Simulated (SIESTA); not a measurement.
Runs of SIESTA 5.4.2 on CuO (Tenorite). The structure is monoclinic, space group C2/c (No. 15). Conventional cell: a = 4.684 Å, b = 3.423 Å, c = 5.129 Å, α = 90.00°, β = 99.54°, γ = 90.00°. Around Cu (site symmetry -1) lie 4 O at 1.95 to 1.96 Å. Around O (site symmetry 2) lie 4 Cu at 1.95 to 1.96 Å. 

```tsv
task	level	potentials or basis	U	cell	k mesh	force tolerance	hubbard projector method	U from the first cycle	broadening (eV)	window from (eV)	energy shift	gap on the mesh (eV)	pressure (GPa)	largest force (eV/Å)
relaxation of cell and atoms	PBE	PseudoDojo 0.4 standard (PBE files), TZP (energy shift 0.01 Ry)	-	relaxed	10 × 10 × 5	0.01 eV/Å	-	-	-	-	0.01 Ry	none	0.0	0.01
density of states	PBEsol+U	PseudoDojo 0.4 standard (PBEsol files), DZP (energy shift 0.003 Ry; two zetas on semicore shells)	Cu d U = 6 eV	as given	8 × 8 × 4	-	1	yes	0.2 eV	-25 eV	0.003 Ry	none	-1.1	0.11
band structure	PBE	SG15 1.2 NC or PseudoDojo by element (PBE files), DZP (energy shift 0.002 Ry)	-	as given	10 × 10 × 5	-	-	-	-	-	0.002 Ry	none	(b)	0.02
band structure	PBE	PseudoDojo 0.4 standard (PBE files), SZ (energy shift 0.002 Ry)	-	as given	10 × 10 × 5	-	-	-	-	-	0.002 Ry	none	(a)	0.03
```

Alike in all rows: no spin polarisation; smearing fermi-dirac 0.05 eV; grid cutoff 800 Ry.

Problem. Estimate the missing entries.

Solution. (a) 16.9; (b) 8.8.

Caveats: the basis of atomic orbitals isn't converged, which shifts pressures, moduli and gaps; the run has no spin polarisation, though such a crystal can be magnetic; semilocal functionals often make such compounds metallic where correlation or magnetic order opens a gap, which also shifts bond lengths (some runs); semicore shells carry a single zeta, which can move pressures by several GPa and volumes by a few percent (some runs); short orbitals over semicore shells can move pressures by several GPa (some runs); U without spin polarisation on a metal has little footing (some runs); the basis has no polarisation orbitals (some runs).

A k mesh can miss the band edges.

A gap of «none» marks a metal or a gap under the smearing width.

Not every run made on this cell is shown here.
